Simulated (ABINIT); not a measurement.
# BAs (F-43m) in ABINIT: notebook

The runs below take BAs through single point, with BLYP, AM05, r2SCAN, SCAN.

All numbers are computed with ABINIT 10.8.3 (patched build); they aren't measurements. Logs are shortened: lines on timing, memory, paths and dates and some standing lists are left out, and cuts for length are marked. The log counts tension as positive stress, the text compression.

## Step 1: Starting point

Symmetry: F-43m, No. 216, cubic system. Conventional cell: a = 4.777 Å, b = 4.777 Å, c = 4.777 Å, α = 90.00°, β = 90.00°, γ = 90.00°. Around As (site symmetry -43m) lie 4 B at 2.07 Å. B (site symmetry -43m) has 4 As at 2.07 Å as nearest neighbours.

## Step 2: Single point, BLYP

run.abi

```
# Pseudopotentials
pp_dirpath "./"
pseudos "As.GGA_PBE-JTH.xml, B.GGA_PBE-JTH.xml"

# Structure
acell 3.3778490937 3.3778490937 3.3778490937 Angstrom
rprim
     0.0000000000     0.7071067812     0.7071067812
     0.7071067812     0.0000000000     0.7071067812
     0.7071067812     0.7071067812     0.0000000000
ntypat 2
znucl 33 5
natom 2
typat 1 2
xred
     0.7500000000     0.7500000000     0.7500000000
     0.0000000000     0.0000000000     0.0000000000

# Plane-wave basis
ecut 489.804952 eV
pawecutdg 36.0
pawxcdev 0

# k points
kptopt 1
ngkpt 10 10 10
nshiftk 1
shiftk 0.0 0.0 0.0

# Exchange and correlation
ixc -106131

# Bands and occupations
nband 13
occopt 3
tsmear 0.00183747

# SCF cycle
nstep 100
tolvrs 1.0e-9

# Output
iomode 3
prtwf 0
prtden 0
prteig 0
prtebands 0
```

Potentials or basis: JTH PAW PBE v2.0.

The run is started by

```console
$ abinit run.abi > log 2>&1
```

run.abo:

```text
.Version 10.8.3 of ABINIT
 Symmetries : space group F-4 3 m (#216); Bravais cF (face-center cubic)
================================================================================
 Values of the parameters that define the memory need of the present run
     intxc =       0    ionmov =       0      iscf =      17    lmnmax =      18
     lnmax =       6     mgfft =      27  mpssoang =       3    mqgrid =    3001
     natom =       2  nloc_mem =       2    nspden =       1   nspinor =       1
    nsppol =       1      nsym =      24    n1xccc =       1    ntypat =       2
    occopt =       3   xclevel =       2
       mpw =         684          nfft =       19683          nkpt =          47
 PAW method is used; the additional fine FFT grid is defined by:
   mgfftf=        36    nfftf =     46656
================================================================================
================================================================================

--------------------------------------------------------------------------------
------------- Echo of variables that govern the present computation ------------
--------------------------------------------------------------------------------
 -outvars: echo values of preprocessed input variables --------
            acell      6.3832096817E+00  6.3832096817E+00  6.3832096817E+00 Bohr
              amu      7.49215900E+01  1.08110000E+01
             ecut      1.80000000E+01 Hartree
              ixc     -106131
         kptrlatt       10    0    0      0   10    0      0    0   10
          kptrlen      6.38320968E+01
            natom           2
            nband          13
            ngfft          27      27      27
          ngfftdg          36      36      36
             nkpt          47
            nstep         100
             nsym          24
           ntypat           2
           occopt           3
        pawecutdg      3.60000000E+01 Hartree
         pawxcdev           0
           prtden           0
        prtebands           0
           prteig           0
            prtwf           0
            rprim      0.0000000000E+00  7.0710678120E-01  7.0710678120E-01
                       7.0710678120E-01  0.0000000000E+00  7.0710678120E-01
                       7.0710678120E-01  7.0710678120E-01  0.0000000000E+00
          spgroup         216
           tolvrs      1.00000000E-09
           tsmear      1.83747000E-03 Hartree
            typat      1  2
           useylm           1
           xangst      3.5827500000E+00  3.5827500000E+00  3.5827500000E+00
                       0.0000000000E+00  0.0000000000E+00  0.0000000000E+00
            xcart      6.7704162777E+00  6.7704162777E+00  6.7704162777E+00
                       0.0000000000E+00  0.0000000000E+00  0.0000000000E+00
             xred      7.5000000000E-01  7.5000000000E-01  7.5000000000E-01
                       0.0000000000E+00  0.0000000000E+00  0.0000000000E+00
            znucl       33.00000    5.00000

================================================================================

 chkinp: Checking input parameters for consistency.

================================================================================
== DATASET  1 ==================================================================

--- !DatasetInfo
iteration_state: {dtset: 1, }
dimensions: {natom: 2, nkpt: 47, mband: 13, nsppol: 1, nspinor: 1, nspden: 1, mpw: 684, }
cutoff_energies: {ecut:  18.0, pawecutdg:  36.0, }
electrons: {nelect:   1.80000000E+01, charge:   0.00000000E+00, occopt:   3.00000000E+00, tsmear:   1.83747000E-03, }
meta: {optdriver: 0, ionmov: 0, optcell: 0, iscf: 17, paral_kgb: 0, }
...

 Real(R)+Recip(G) space primitive vectors, cartesian coordinates (Bohr,Bohr^-1):
 R(1)=  0.0000000  4.5136109  4.5136109  G(1)= -0.1107761  0.1107761  0.1107761
 R(2)=  4.5136109  0.0000000  4.5136109  G(2)=  0.1107761 -0.1107761  0.1107761
 R(3)=  4.5136109  4.5136109  0.0000000  G(3)=  0.1107761  0.1107761 -0.1107761
 Unit cell volume ucvol=  1.8390873E+02 bohr^3
 Angles (23,13,12)=  6.00000000E+01  6.00000000E+01  6.00000000E+01 degrees

 Coarse grid specifications (used for wave-functions):

 getcut: wavevector=  0.0000  0.0000  0.0000  ngfft=  27  27  27
         ecut(hartree)=     18.000   => boxcut(ratio)=   2.13587

 Fine grid specifications (used for densities):

 getcut: wavevector=  0.0000  0.0000  0.0000  ngfft=  36  36  36
         ecut(hartree)=     36.000   => boxcut(ratio)=   2.08808

--- Pseudopotential description ------------------------------------------------
- pspini: atom type   1  psp file is ./As.GGA_PBE-JTH.xml
 Pseudopotential format is: paw10
 basis_size (lnmax)=  6 (lmn_size= 18), orbitals=   0   0   1   1   2   2
 Spheres core radius: rc_sph= 2.10391912
 Shapefunction is BESSEL type: shapef(r,l)=aa(1,l)*jl(q(1,l)*r)+aa(2,l)*jl(q(2,l)*r)
 Radius for shape functions =  1.70360438
 Compensation charge density is not taken into account in XC energy/potential

- pspini: atom type   2  psp file is ./B.GGA_PBE-JTH.xml
 Pseudopotential format is: paw10
 basis_size (lnmax)=  4 (lmn_size=  8), orbitals=   0   0   1   1
 Spheres core radius: rc_sph= 1.70616958
 Shapefunction is SIN type: shapef(r)=[sin(pi*r/rshp)/(pi*r/rshp)]**2
 Radius for shape functions =  1.40269776
 Compensation charge density is not taken into account in XC energy/potential

   4.97343271E+02                                ecore*ucvol(ha*bohr**3)
--------------------------------------------------------------------------------

================================================================================

--- !BeginCycle
iteration_state: {dtset: 1, }
solver: {iscf: 17, nstep: 100, nline: 4, wfoptalg: 10, }
tolerances: {tolvrs: 1.00E-09, }
...

     iter   Etot(hartree)      deltaE(h)  residm     nres2
 ETOT  1  -115.63914395589    -1.156E+02 3.873E+01 5.480E+00
 ETOT  2  -116.67354899624    -1.034E+00 5.616E-02 2.257E+00
 ETOT  3  -116.66797771530     5.571E-03 1.414E-02 7.484E-01
 ETOT  4  -116.66564489722     2.333E-03 7.930E-04 1.481E-02
 ETOT  5  -116.66566842958    -2.353E-05 4.883E-04 3.615E-03
 ETOT  6  -116.66568525378    -1.682E-05 8.980E-06 1.310E-03
 ETOT  7  -116.66568123168     4.022E-06 6.143E-06 1.200E-04
 ETOT  8  -116.66568090674     3.249E-07 1.539E-07 1.368E-06
 ETOT  9  -116.66568091655    -9.804E-09 4.825E-08 2.528E-06
 ETOT 10  -116.66568091012     6.427E-09 3.980E-09 4.568E-08
 ETOT 11  -116.66568091032    -2.013E-10 1.810E-09 4.078E-09
 ETOT 12  -116.66568091031     1.491E-11 1.385E-10 9.943E-11

 At SCF step   12       nres2   =  9.94E-11 < tolvrs=  1.00E-09 =>converged.

 Cartesian components of stress tensor (hartree/bohr^3)
  sigma(1 1)= -2.56742986E-04  sigma(3 2)=  0.00000000E+00
  sigma(2 2)= -2.56742986E-04  sigma(3 1)=  0.00000000E+00
  sigma(3 3)= -2.56742986E-04  sigma(2 1)=  0.00000000E+00

--- !ResultsGS
iteration_state: {dtset: 1, }
comment   : Summary of ground state results
lattice_vectors:
- [  0.0000000,   4.5136109,   4.5136109, ]
- [  4.5136109,   0.0000000,   4.5136109, ]
- [  4.5136109,   4.5136109,   0.0000000, ]
lattice_lengths: [   6.38321,    6.38321,    6.38321, ]
lattice_angles: [ 60.000,  60.000,  60.000, ] # degrees, (23, 13, 12)
lattice_volume:   1.8390873E+02
convergence: {deltae:  1.491E-11, res2:  9.943E-11, residm:  1.385E-10, diffor: null, }
etotal    :  -1.16665681E+02
entropy   :   0.00000000E+00
fermie    :   2.98486117E-01
cartesian_stress_tensor: # hartree/bohr^3
- [ -2.56742986E-04,   0.00000000E+00,   0.00000000E+00, ]
- [  0.00000000E+00,  -2.56742986E-04,   0.00000000E+00, ]
- [  0.00000000E+00,   0.00000000E+00,  -2.56742986E-04, ]
pressure_GPa:   7.5536E+00
xred      :
- [  7.5000E-01,   7.5000E-01,   7.5000E-01, As]
- [  0.0000E+00,   0.0000E+00,   0.0000E+00,  B]
cartesian_forces: # hartree/bohr
- [ -2.91289661E-31,  -2.91289661E-31,   8.73868983E-31, ]
- [  2.91289661E-31,   2.91289661E-31,  -8.73868983E-31, ]
force_length_stats: {min:   9.66098511E-31, max:   9.66098511E-31, mean:   9.66098511E-31, }
...

 Integrated electronic density in atomic spheres:
 ------------------------------------------------
 Atom  Sphere_radius  Integrated_density
    1        2.10392         12.84378357
    2        1.70617          1.77811993

================================================================================

 ----iterations are completed or convergence reached----

 Mean square residual over all n,k,spin=   17.478E-13; max=  13.854E-11
 reduced coordinates (array xred) for    2 atoms
       0.750000000000      0.750000000000      0.750000000000
       0.000000000000      0.000000000000      0.000000000000
 rms dE/dt=  3.0665E-30; max dE/dt=  4.2073E-30; dE/dt below (all hartree)
    1      -0.000000000000     -0.000000000000      0.000000000000
    2       0.000000000000      0.000000000000     -0.000000000000

 cartesian coordinates (angstrom) at end:
    1      3.58275000003832     3.58275000003832     3.58275000003832
    2      0.00000000000000     0.00000000000000     0.00000000000000

 cartesian forces (hartree/bohr) at end:
    1     -0.00000000000000    -0.00000000000000     0.00000000000000
    2      0.00000000000000     0.00000000000000    -0.00000000000000
 frms,max,avg= 5.5777724E-31 8.7386898E-31   0.000E+00  0.000E+00  0.000E+00 h/b

 cartesian forces (eV/Angstrom) at end:
    1     -0.00000000000000    -0.00000000000000     0.00000000000000
    2      0.00000000000000     0.00000000000000    -0.00000000000000
 frms,max,avg= 2.8682059E-29 4.4936150E-29   0.000E+00  0.000E+00  0.000E+00 e/A
 length scales=  6.383209681739  6.383209681739  6.383209681739 bohr
              =  3.377849093700  3.377849093700  3.377849093700 angstroms
 Fermi (or HOMO) energy (hartree) =   0.29849   Average Vxc (hartree)=  -0.35928
 Eigenvalues (hartree) for nkpt=  47  k points:
 kpt#   1, nband= 13, wtk=  0.00100, kpt=  0.0000  0.0000  0.0000 (reduced coord)
  -1.04114   -1.04114   -1.04114   -1.04038   -1.04038   -0.28953    0.27313    0.27313
   0.27313    0.39711    0.39711    0.39711    0.44327
      occupation numbers for kpt#   1
   2.00000    2.00000    2.00000    2.00000    2.00000    2.00000    2.00000    2.00000
   2.00000    0.00000    0.00000    0.00000    0.00000
 prteigrs : prtvol=0 or 1, do not print more k-points.

--- !EnergyTerms
iteration_state     : {dtset: 1, }
comment             : Components of total free energy in Hartree
kinetic             :  5.76274534651162E+00
hartree             :  3.34017470916480E+01
xc                  : -3.21192690889415E+00
Ewald energy        : -6.34210613324058E+01
psp_core            :  2.70429404356616E+00
local_psp           : -9.03279858548585E+01
PAW spherical_terms : -1.57349093660797E+00
internal            : -1.16665678551041E+02
'-kT*entropy'       : -3.51710558797218E-10
total_energy        : -1.16665678551392E+02
total_energy_eV     : -3.17463484071140E+03
...

--- !EnergyTermsDC
iteration_state     : {dtset: 1, }
comment             : '"Double-counting" decomposition of free energy'
band_energy         : -1.01326107406092E+01
Ewald energy        : -6.34210613324058E+01
psp_core            :  2.70429404356616E+00
xc_dc               : -3.25050432968376E+01
PAW spherical_terms : -1.33112595836683E+01
internal            : -1.16665680909955E+02
'-kT*entropy'       : -3.51710558797218E-10
total_energy_dc     : -1.16665680910306E+02
total_energy_dc_eV  : -3.17463490490072E+03
...

--- !EnergyTermsWithPAWCore
iteration_state     : {dtset: 1, }
comment             : 'Components of total free energy, including PAW core contributions'
Total energy        : -2.28622844105873E+03
Total energy DC     : -2.28622844341764E+03
Total energy (eV)   : -6.22114451561961E+04
Total energy DC (eV): -6.22114452203854E+04
...

 Cartesian components of stress tensor (hartree/bohr^3)
  sigma(1 1)= -2.56742986E-04  sigma(3 2)=  0.00000000E+00
  sigma(2 2)= -2.56742986E-04  sigma(3 1)=  0.00000000E+00
  sigma(3 3)= -2.56742986E-04  sigma(2 1)=  0.00000000E+00

-Cartesian components of stress tensor (GPa)         [Pressure=  7.5536E+00 GPa]
- sigma(1 1)= -7.55363944E+00  sigma(3 2)=  0.00000000E+00
- sigma(2 2)= -7.55363944E+00  sigma(3 1)=  0.00000000E+00
- sigma(3 3)= -7.55363944E+00  sigma(2 1)=  0.00000000E+00

== END DATASET(S) ==============================================================
================================================================================

 -outvars: echo values of variables after computation  --------
            acell      6.3832096817E+00  6.3832096817E+00  6.3832096817E+00 Bohr
           etotal     -1.1666568091E+02
            fcart     -2.9128966110E-31 -2.9128966110E-31  8.7386898331E-31
                       2.9128966110E-31  2.9128966110E-31 -8.7386898331E-31
            rprim      0.0000000000E+00  7.0710678120E-01  7.0710678120E-01
                       7.0710678120E-01  0.0000000000E+00  7.0710678120E-01
                       7.0710678120E-01  7.0710678120E-01  0.0000000000E+00
           strten     -2.5674298614E-04 -2.5674298614E-04 -2.5674298614E-04
                       0.0000000000E+00  0.0000000000E+00  0.0000000000E+00
           xangst      3.5827500000E+00  3.5827500000E+00  3.5827500000E+00
                       0.0000000000E+00  0.0000000000E+00  0.0000000000E+00
             xred      7.5000000000E-01  7.5000000000E-01  7.5000000000E-01
                       0.0000000000E+00  0.0000000000E+00  0.0000000000E+00
 Calculation completed.
```

Run time: 16 s. Hardware: 1 thread of Arm Neoverse V2, shared host; peak memory 0.1 GiB.

What came out:

* Free energy: -3174.6349 eV
* Pressure: 7.6 GPa
* Band gap on the k mesh: 1.41 eV, indirect (least direct gap 3.37 eV)
* Valence electrons inside the program's atomic spheres: As 12.84; B 1.78

Caveat: the PAW data sets were made with another functional, which shifts forces and pressure a little.

(Part 1 of 2 ends here.)
